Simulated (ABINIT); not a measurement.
# Quasiparticle gap of LiF (Griceite) in ABINIT, part 2 of 3

Wanted: ground state, empty states, screening and self-energy for LiF (Griceite).

ABINIT 10.8.3; PBE and many-body steps on it, plane waves. Known limits of the many-body steps: not at the basis limit.

So far. Step 2 (Ground state): The gap is direct, at Γ.

## (3) Bands along the symmetry lines

Level of this step: DFT, PBE, plane waves, norm-conserving pseudopotentials (ABINIT).

Levels along a band path, at the cheap level, show where the edges lie and whether the meshes to come will hold them.

Contents of run.abi:

```
acell 3*1.0 Angstrom
rprim 
  -0.000000000000 2.014000000000 2.014000000000
  2.014000000000 -0.000000000000 2.014000000000
  2.014000000000 2.014000000000 -0.000000000000
ntypat 2
znucl 3 9
natom 2
typat 1 2
xred 
  0.000000000000 0.000000000000 0.000000000000
  0.500000000000 0.500000000000 0.500000000000
pp_dirpath "pseudos"
pseudos "Li.upf, F.upf"
ecut 36
iscf -2
irdden 1
kptopt 0
nkpt 50
kpt 
  0.00000000 0.00000000 0.00000000
  0.06250000 0.00000000 0.06250000
  0.12500000 0.00000000 0.12500000
  0.18750000 0.00000000 0.18750000
  0.25000000 0.00000000 0.25000000
  0.31250000 0.00000000 0.31250000
  0.37500000 0.00000000 0.37500000
  0.43750000 0.00000000 0.43750000
  0.50000000 0.00000000 0.50000000
  0.51562500 0.03125000 0.51562500
  0.53125000 0.06250000 0.53125000
  0.54687500 0.09375000 0.54687500
  0.56250000 0.12500000 0.56250000
  0.57812500 0.15625000 0.57812500
  0.59375000 0.18750000 0.59375000
  0.60937500 0.21875000 0.60937500
  0.62500000 0.25000000 0.62500000
  0.37500000 0.37500000 0.75000000
  0.32812500 0.32812500 0.65625000
  0.28125000 0.28125000 0.56250000
  0.23437500 0.23437500 0.46875000
  0.18750000 0.18750000 0.37500000
  0.14062500 0.14062500 0.28125000
  0.09375000 0.09375000 0.18750000
  0.04687500 0.04687500 0.09375000
  0.00000000 0.00000000 0.00000000
  0.06250000 0.06250000 0.06250000
  0.12500000 0.12500000 0.12500000
  0.18750000 0.18750000 0.18750000
  0.25000000 0.25000000 0.25000000
  0.31250000 0.31250000 0.31250000
  0.37500000 0.37500000 0.37500000
  0.43750000 0.43750000 0.43750000
  0.50000000 0.50000000 0.50000000
  0.50000000 0.46875000 0.53125000
  0.50000000 0.43750000 0.56250000
  0.50000000 0.40625000 0.59375000
  0.50000000 0.37500000 0.62500000
  0.50000000 0.34375000 0.65625000
  0.50000000 0.31250000 0.68750000
  0.50000000 0.28125000 0.71875000
  0.50000000 0.25000000 0.75000000
  0.50000000 0.21875000 0.71875000
  0.50000000 0.18750000 0.68750000
  0.50000000 0.15625000 0.65625000
  0.50000000 0.12500000 0.62500000
  0.50000000 0.09375000 0.59375000
  0.50000000 0.06250000 0.56250000
  0.50000000 0.03125000 0.53125000
  0.50000000 0.00000000 0.50000000
istwfk *1
nband 12
nbdbuf 2
tolwfr 1e-08
nstep 40
prtwf 0
prtvol 0
indata_prefix "in"
outdata_prefix "out"
tmpdata_prefix "tmp"
```

Run with:

```console
> OMP_NUM_THREADS=1 mpirun -n 4 abinit run.abi > log
```

Numbers of over 12 decimals in the logs are rounded to 6 here.

The log of the run:

```text
.Version 10.8.3 of ABINIT. v10.8.2 released Aug 2026.

 Symmetries : space group Fm -3 m (#225); Bravais cF (face-center cubic)
[... echo of the input left out ...]
== DATASET  1 ==================================================================
-   mpi_nproc: 4, omp_nthreads: 1 (-1 if OMP is not activated)

--- !DatasetInfo
iteration_state: {dtset: 1, }
dimensions: {natom: 2, nkpt: 50, mband: 12, nsppol: 1, nspinor: 1, nspden: 1, mpw: 1159, }
cutoff_energies: {ecut:  36.0, pawecutdg:  -1.0, }
electrons: {nelect:   1.00000000E+01, charge:   0.00000000E+00, occopt:   1.00000000E+00, tsmear:   1.00000000E-02, }

 Real(R)+Recip(G) space primitive vectors, cartesian coordinates (Bohr,Bohr^-1):
 R(1)=  0.0000000  3.8059084  3.8059084  G(1)= -0.1313747  0.1313747  0.1313747
 R(2)=  3.8059084  0.0000000  3.8059084  G(2)=  0.1313747 -0.1313747  0.1313747
 R(3)=  3.8059084  3.8059084  0.0000000  G(3)=  0.1313747  0.1313747 -0.1313747
 Unit cell volume ucvol=  1.1025670E+02 bohr^3
 Angles (23,13,12)=  6.00000000E+01  6.00000000E+01  6.00000000E+01 degrees

 getcut: wavevector=  0.0000  0.0000  0.0000  ngfft=  30  30  30
         ecut(hartree)=     36.000   => boxcut(ratio)=   2.06592

--- Pseudopotential description ------------------------------------------------
- Li Generated using ONCVPSP code by D. R. Hamann
-  3.00000   3.00000  171031                  znucl, zion, pspdat
12 -101130 1 -1 1944                          pspcod,pspxc,lmax,lloc,mmax
     nproj     2     2     0
  pspatm : epsatm=    2.74360059
         --- l  ekb(1:nproj) -->
             0   -4.951544   -1.544797
             1   -2.250661   -0.474685
 pspatm: atomic psp has been read  and splines computed

- F Generated using ONCVPSP code by D. R. Hamann
-  9.00000   7.00000  171031                  znucl, zion, pspdat
12 -101130 2 -1 832                           pspcod,pspxc,lmax,lloc,mmax
     nproj     2     2     1
  pspatm : epsatm=    4.87625608
         --- l  ekb(1:nproj) -->
             0    6.519403    1.070094
[...]
2   -2.441503
 pspatm: atomic psp has been read  and splines computed

--------------------------------------------------------------------------------

================================================================================
 prteigrs : about to open file out_EIG
 Non-SCF case, kpt    1 (  0.00000  0.00000  0.00000), residuals and eigenvalues=
  1.01E-09  5.13E-09  2.60E-09  1.11E-09  8.69E-09  1.41E-09  9.90E-09  7.00E-09
  1.85E-09  5.34E-09  6.62E-09  9.18E-09
 -1.5368E+00 -7.6691E-01 -3.5793E-02 -3.5793E-02 -3.5793E-02  2.9916E-01
  8.4586E-01  8.4586E-01  8.4586E-01  8.6111E-01  8.6111E-01  8.6111E-01
 Non-SCF case, kpt    2 (  0.06250  0.00000  0.06250), residuals and eigenvalues=
  7.00E-10  3.41E-09  2.30E-09  9.27E-10  3.83E-09  4.76E-09  3.59E-09  3.69E-09
  1.57E-09  1.30E-09  2.62E-09  8.07E-09
 -1.5367E+00 -7.6616E-01 -3.9580E-02 -3.7234E-02 -3.7234E-02  3.0512E-01
[...]
Non-SCF case, kpt    3 (  0.12500  0.00000  0.12500), residuals and eigenvalues=
  1.03E-09  1.65E-09  4.83E-09  2.59E-09  8.93E-09  7.28E-09  2.62E-09  4.56E-09
  9.81E-10  6.45E-09  2.43E-08  1.31E-07
[...]
Non-SCF case, kpt   49 (  0.50000  0.03125  0.53125), residuals and eigenvalues=
[...]
Non-SCF case, kpt   50 (  0.50000  0.00000  0.50000), residuals and eigenvalues=
[...]
-1.5341E+00 -7.4133E-01 -1.4541E-01 -7.2167E-02 -7.2167E-02  5.0889E-01
  5.7222E-01  6.0688E-01  7.0865E-01  7.0865E-01  1.1915E+00  1.3727E+00

--- !ResultsGS
iteration_state: {dtset: 1, }
comment   : Summary of ground state results
lattice_vectors:
- [ -0.0000000,   3.8059084,   3.8059084, ]
- [  3.8059084,  -0.0000000,   3.8059084, ]
- [  3.8059084,   3.8059084,  -0.0000000, ]
lattice_lengths: [   5.38237,    5.38237,    5.38237, ]
lattice_angles: [ 60.000,  60.000,  60.000, ] # degrees, (23, 13, 12)
lattice_volume:   1.1025670E+02
convergence: {deltae:  0.000E+00, res2:  0.000E+00, residm:  9.983E-09, diffor:  0.000E+00, }
etotal    :  -3.19907614E+01
entropy   :   0.00000000E+00
fermie    :  -3.57929276E-02
cartesian_stress_tensor: null
pressure_GPa: null
xred      :
- [  0.0000E+00,   0.0000E+00,   0.0000E+00, Li]
- [  5.0000E-01,   5.0000E-01,   5.0000E-01,  F]
cartesian_forces: null
force_length_stats: {min: null, max: null, mean: null, }

 Integrated electronic density in atomic spheres:
 ------------------------------------------------
 Atom  Sphere_radius  Integrated_density
[...]
================================================================================

 ----iterations are completed or convergence reached----

 Mean square residual over all n,k,spin=   34.951E-10; max=  99.834E-10
 reduced coordinates (array xred) for    2 atoms
       0.000000000000      0.000000000000      0.000000000000
       0.500000000000      0.500000000000      0.500000000000

 cartesian coordinates (angstrom) at end:
[...]
length scales=  1.889726125908  1.889726125908  1.889726125908 bohr
              =  1.000000000000  1.000000000000  1.000000000000 angstroms
 prteigrs : about to open file out_EIG
 Eigenvalues (hartree) for nkpt=  50  k points:
 kpt#   1, nband= 12, wtk=  1.00000, kpt=  0.0000  0.0000  0.0000 (reduced coord)
[...]
kpt#   2, nband= 12, wtk=  1.00000, kpt=  0.0625  0.0000  0.0625 (reduced coord)
[...]
kpt#   3, nband= 12, wtk=  1.00000, kpt=  0.1250  0.0000  0.1250 (reduced coord)
[...]
kpt#  49, nband= 12, wtk=  1.00000, kpt=  0.5000  0.0313  0.5313 (reduced coord)
  -1.53409   -0.74137   -0.14480   -0.07300   -0.07190    0.50895    0.56927    0.60688
   0.70719    0.71517    1.19294    1.37836
 kpt#  50, nband= 12, wtk=  1.00000, kpt=  0.5000  0.0000  0.5000 (reduced coord)
  -1.53409   -0.74133   -0.14541   -0.07217   -0.07217    0.50889    0.57222    0.60688
   0.70865    0.70865    1.19154    1.37274

== END DATASET(S) ==============================================================
================================================================================

 -outvars: echo values of variables after computation  --------
            nband          12
             nkpt          50
          spgroup         225
 [... the other variables as echoed above ...]

 Calculation completed.
```

Run time: 6.1 s. Hardware: 4 MPI ranks of Intel Xeon Platinum 8175M at 2.50GHz (Skylake/Cascade Lake), shared host; peak memory 0.27 GiB.

This step gave:

* gap: 9.114 eV
* k of the valence top: 0.0469, 0.0469, 0.0938
* k of the conduction bottom: 0, 0, 0
* least direct gap: 9.114 eV

The gap is 9.114 eV, −0.001 eV from the run before at this level.

The electronic bands at the labelled points (eV, zero at the top of the highest filled band; v1 is the highest filled band, c1 the lowest empty one):

```
    point      v4     v3     v2     v1     c1     c2     c3     c4
        Γ  -19.90   0.00   0.00   0.00   9.11  23.99  23.99  23.99
  halfway  -19.59  -1.42  -0.51  -0.51  11.43  18.82  19.77  20.65
        X  -19.20  -2.98  -0.99  -0.99  14.82  16.54  17.49  20.26
  halfway  -19.21  -2.85  -1.17  -0.92  14.84  15.87  17.71  20.08
        U  -19.24  -2.48  -1.55  -0.73  14.53  14.92  18.45  19.69
jump to K  -19.24  -2.48  -1.55  -0.73  14.53  14.92  18.45  19.69
  halfway  -19.59  -1.49  -0.75  -0.09  11.11  17.01  19.96  20.21
        Γ  -19.90   0.00   0.00   0.00   9.11  23.99  23.99  23.99
  halfway  -19.69  -1.36  -0.12  -0.12  10.38  17.98  20.59  20.59
        L  -19.46  -2.50  -0.23  -0.23  10.83  16.74  18.94  18.94
  halfway  -19.35  -2.31  -1.22  -0.48  12.56  15.76  19.00  19.20
        W  -19.23  -2.06  -2.06  -0.79  15.08  15.08  17.48  19.28
  halfway  -19.21  -2.73  -1.32  -0.89  14.86  15.76  17.49  19.75
        X  -19.20  -2.98  -0.99  -0.99  14.82  16.54  17.49  20.26
```

The electronic bands as a text plot (rows in eV, shown from -8.0 to 15.1 only):

```
   14.6 |          +++++++++                             ++++++++
   13.7 |         +        +                           ++
   12.7 |       ++          ++                        +
   11.7 |     ++              ++                    ++
   10.8 |    +                  +++         ++++++++
    9.8 |  ++                      ++    +++
    8.9 |++                          ++++
    7.9 |
    6.9 |
    6.0 |
    5.0 |
    4.0 |
    3.1 |
    2.1 |
    1.1 |
    0.2 |****                 **********************
   -0.8 |  **************************    ***      ***************
   -1.7 |     ****       ********           ****       *******
   -2.7 |         *********                     ********   ******
   -3.7 |
   -4.6 |
   -5.6 |
   -6.6 |
   -7.5 |
         Γ           X  U|K            Γ         L        W     X
```

## (4) Empty states on the mesh, 6×6×6 mesh, 88 bands

The sums over transitions need many empty states on a uniform mesh; this step solves for them.

Contents of run.abi:

```
acell 3*1.0 Angstrom
rprim 
  -0.000000000000 2.014000000000 2.014000000000
  2.014000000000 -0.000000000000 2.014000000000
  2.014000000000 2.014000000000 -0.000000000000
ntypat 2
znucl 3 9
natom 2
typat 1 2
xred 
  0.000000000000 0.000000000000 0.000000000000
  0.500000000000 0.500000000000 0.500000000000
pp_dirpath "pseudos"
pseudos "Li.upf, F.upf"
ecut 36
ngkpt 6 6 6
nshiftk 1
shiftk 0 0 0
kptopt 1
chksymbreak 0
irdden 1
istwfk *1
nband 88
prtvol 0
optdriver 6
gwr_task "HDIAGO"
paral_kgb 0
occopt 1
indata_prefix "in"
outdata_prefix "out"
tmpdata_prefix "tmp"
```

The log of the run:

```text
[banner, memory and clock lines left out]
.Version 10.8.3 of ABINIT. v10.8.2 released Aug 2026.

 Symmetries : space group Fm -3 m (#225); Bravais cF (face-center cubic)
[... echo of the input left out ...]
== DATASET  1 ==================================================================
-   mpi_nproc: 4, omp_nthreads: 1 (-1 if OMP is not activated)

--- !DatasetInfo
iteration_state: {dtset: 1, }
dimensions: {natom: 2, nkpt: 16, mband: 88, nsppol: 1, nspinor: 1, nspden: 1, mpw: 1158, }
cutoff_energies: {ecut:  36.0, pawecutdg:  -1.0, }
electrons: {nelect:   1.00000000E+01, charge:   0.00000000E+00, occopt:   1.00000000E+00, tsmear:   1.00000000E-02, }

.Using double precision arithmetic; gwpc =  8

- Reading GS density from: in_DEN

--- Pseudopotential description ------------------------------------------------
- Li Generated using ONCVPSP code by D. R. Hamann
-  3.00000   3.00000  171031                  znucl, zion, pspdat
12 -101130 1 -1 1944                          pspcod,pspxc,lmax,lloc,mmax
     nproj     2     2     0
  pspatm : epsatm=    2.74360059
         --- l  ekb(1:nproj) -->
             0   -4.951544   -1.544797
             1   -2.250661   -0.474685
 pspatm: atomic psp has been read  and splines computed

- F Generated using ONCVPSP code by D. R. Hamann
-  9.00000   7.00000  171031                  znucl, zion, pspdat
12 -101130 2 -1 832                           pspcod,pspxc,lmax,lloc,mmax
     nproj     2     2     1
  pspatm : epsatm=    4.87625608
         --- l  ekb(1:nproj) -->
             0    6.519403    1.070094
             1   -3.955629   -1.291931
             2   -2.441503
 pspatm: atomic psp has been read  and splines computed

   7.61985667E+01                                ecore*ucvol(ha*bohr**3)

 Total charge density [el/Bohr^3]
)     Maximum=    2.7954E+00  at reduced coord.    0.0000    0.0000    0.0000
)     Minimum=    5.6152E-03  at reduced coord.    0.2667    0.2333    0.2333
   Integrated=    1.0000E+01

 === KS gaps after direct diagonalization ===
 Direct band gap semiconductor
 Fundamental gap:     9.115 (eV)
   VBM:    -0.974 (eV) at k: [ 0.0000E+00,  0.0000E+00,  0.0000E+00]
   CBM:     8.141 (eV) at k: [ 0.0000E+00,  0.0000E+00,  0.0000E+00]
 Direct gap:         9.115 (eV) at k: [ 0.0000E+00,  0.0000E+00,  0.0000E+00]

== END DATASET(S) ==============================================================

 -outvars: echo values of variables after computation  --------
           etotal      0.0000000000E+00
            nband          88
             nkpt          16
          spgroup         225
 [... the other variables as echoed above ...]

 Calculation completed.
```

Elapsed: 10 s, on 4 MPI ranks; peak memory 0.56 GiB.

Numbers from this step:

| Item | Value |
| --- | --- |
| gap | 9.115 eV |
| k of the valence top | 0, 0, 0 |
| k of the conduction bottom | 0, 0, 0 |
| least direct gap | 9.115 eV |
| k points computed | 16 |
| lowest point of the top converged band, above the valence top | 153.0877 eV |

On this mesh the gap is 9.115 eV.

## (5) Screening, 6×6×6 mesh, 80 bands, screening to 217.7 eV

The RPA dielectric matrix is built and inverted for each q.

This step: RPA screening on PBE, plane waves, norm-conserving pseudopotentials.

run.abi, as its differences from that of step 4:

```diff
@@ -20,10 +20,11 @@
 chksymbreak 0
-irdden 1
 istwfk *1
-nband 88
-prtvol 0
-optdriver 6
-gwr_task "HDIAGO"
-paral_kgb 0
 occopt 1
+irdwfk 1
+optdriver 3
+nband 80
+ecuteps 8
+inclvkb 2
+awtr 1
+symchi 1
 indata_prefix "in"
```

The log of the run:

```text
.Version 10.8.3 of ABINIT. v10.8.2 released Aug 2026.

 Symmetries : space group Fm -3 m (#225); Bravais cF (face-center cubic)
[... echo of the input left out ...]
== DATASET  1 ==================================================================
-   mpi_nproc: 4, omp_nthreads: 1 (-1 if OMP is not activated)

--- !DatasetInfo
iteration_state: {dtset: 1, }
dimensions: {natom: 2, nkpt: 16, mband: 80, nsppol: 1, nspinor: 1, nspden: 1, mpw: 1158, }
cutoff_energies: {ecut:  36.0, pawecutdg:  -1.0, }
electrons: {nelect:   1.00000000E+01, charge:   0.00000000E+00, occopt:   1.00000000E+00, tsmear:   1.00000000E-02, }

 SCREENING: Calculation of the susceptibility and dielectric matrices

 Based on a program developped by R.W. Godby, V. Olevano, G. Onida, and L. Reining.
 Incorporated in ABINIT by V. Olevano, G.-M. Rignanese, and M. Torrent.
.Using double precision arithmetic ; gwpc =  8

[... cell and pseudopotentials left out ...]
--------------------------------------------------------------------------------

 ==== K-mesh for the wavefunctions ====
 Number of points in the irreducible wedge :    16
[... list of points left out ...]
 Together with 48 symmetry operations and time-reversal symmetry
 yields   216 points in the full Brillouin Zone.

 ==== Q-mesh for the screening function ====
 Number of points in the irreducible wedge :    16
[... list of points left out ...]
 Together with 48 symmetry operations and time-reversal symmetry
 yields   216 points in the full Brillouin Zone.

 setmesh: FFT mesh size selected  =    24x   24x   24
          total number of points  =        13824

 vcoul_init : cutoff-mode = AUXILIARY_FUNCTION
 q-points for optical limit:   1
     1)      0.000010    0.000020    0.000030

- screening: taking advantage of time-reversal symmetry
- Maximum band index for partially occupied states nbvw = 5
- Remaining bands to be divided among processors   nbcw = 75
- Number of bands treated by each node ~18

 Number of electrons calculated from density =   10.0000; Expected =   10.0000
 average of density, n =  0.090697
 r_s =    1.3807
 omega_plasma =   29.0505 [eV]

 calculating chi0 at frequencies [eV] :
  1    0.000000E+00    0.000000E+00
  2    0.000000E+00    2.905047E+01

--------------------------------------------------------------------------------
  q-point number  1        q = ( 0.000000, 0.000000, 0.000000) [r.l.u.]
--------------------------------------------------------------------------------
[... chi0 elements left out ...]
 For q-point:  0.000010 0.000020 0.000030
  dielectric constant =   1.9675
  dielectric constant without local fields =   2.0770

  Average fulfillment of the sum rule on Im[epsilon] for q-point    1 :     76.32  [%]
[... wings left out ...]
  q-point number  2        q = ( 0.166667, 0.000000, 0.000000) [r.l.u.]
--------------------------------------------------------------------------------
[... chi0 elements left out ...]
  Average fulfillment of the sum rule on Im[epsilon] for q-point    2 :     90.40  [%]

 [... 14 further q-points ...]
```

The job ended after 84 s (4 MPI ranks; peak memory 0.7 GiB).

This step gave:

```yaml
eps_infinity_with_local_fields_on_this_mesh_along_the_program_s_q_direction: 1.968
the_same_without_local_fields: 2.077
plasma_frequency: 29.05 eV
plane_waves_in_the_screening_matrix: 113
```

Local fields lower ε∞ by 5 %.

(Continued in part 3 of 3.)

[Paths, hosts, dates, memory and timing lines, banners, echoed tables and standing remarks are left out of the program output.]

[Logs are printed without paths, hosts, clocks, repeated set-up lines and the standing remarks that a program may print on its own settings, such as how far it seeks lower states.]

[Runs of the session that timed out or met a known fault of the program may be left out.]

[Hosts, paths, dates, database ids (printed as entryN), source tags and the programs' standing remarks are cut or masked in the printed files.]

[G0W0 gaps are taken among the corrected bands and points alone; a level outside them can change the order at an edge.]

[Where Ansatz stands beside ABINIT at settings called matched, ABINIT's density can come from a denser mesh and the files from another edition; pairs whose starting gaps differed by over 0.03 eV were left out, so agreement reads better than it is.]
